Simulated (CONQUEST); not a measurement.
The system is C.

```
C
1.0
     2.52207    0.00000    0.00000
     0.00000    2.52207    0.00000
     0.00000    0.00000    3.56674
C
4
Cartesian
  0.0116 1.2544 0.8932
  1.2726 2.5154 2.6766
  1.2296 1.2493 3.5451
  2.4906 2.5103 1.7618
```

This isn't the form of C at room conditions, which is graphite.

The cell isn't the ideal one: atoms moved at random, drawn with an rms of 0.05 Å.

Base run:

```yaml
Program: CONQUEST 1.3
Functional: PBE
Potentials_or_basis: PseudoDojo NC PBE, SZP, grid cutoff 120 Ha
k_mesh: 8 × 8 × 6
Occupations: fermi-dirac, width 0.05 eV
Spin: no spin polarisation
```

Its results: band gap on the k mesh 3.61 eV; pressure 19.1 GPa; largest force 1.927 eV/Å.

Task: After a change of settings the same cell gave: band gap on the k mesh 4.25 eV; pressure 14.1 GPa; largest force 1.744 eV/Å. Which change was it?
A. potentials or basis from PseudoDojo NC PBE, SZP, grid cutoff 120 Ha to PseudoDojo NC PBE, DZP, multi-site functions of range 8 bohr, grid cutoff 120 Ha
B. potentials or basis from PseudoDojo NC PBE, SZP, grid cutoff 120 Ha to PseudoDojo NC PBE, DZ, grid cutoff 120 Ha
C. potentials or basis from PseudoDojo NC PBE, SZP, grid cutoff 120 Ha to PseudoDojo NC PBE, DZP, multi-site functions of range 12 bohr, grid cutoff 120 Ha
D. potentials or basis from PseudoDojo NC PBE, SZP, grid cutoff 120 Ha to PseudoDojo NC PBE, DZP, multi-site functions of range 5 bohr, grid cutoff 120 Ha

Result: B.

Caveats: the atomic basis is small; the basis of atomic orbitals isn't converged, which shifts pressures, moduli and gaps.
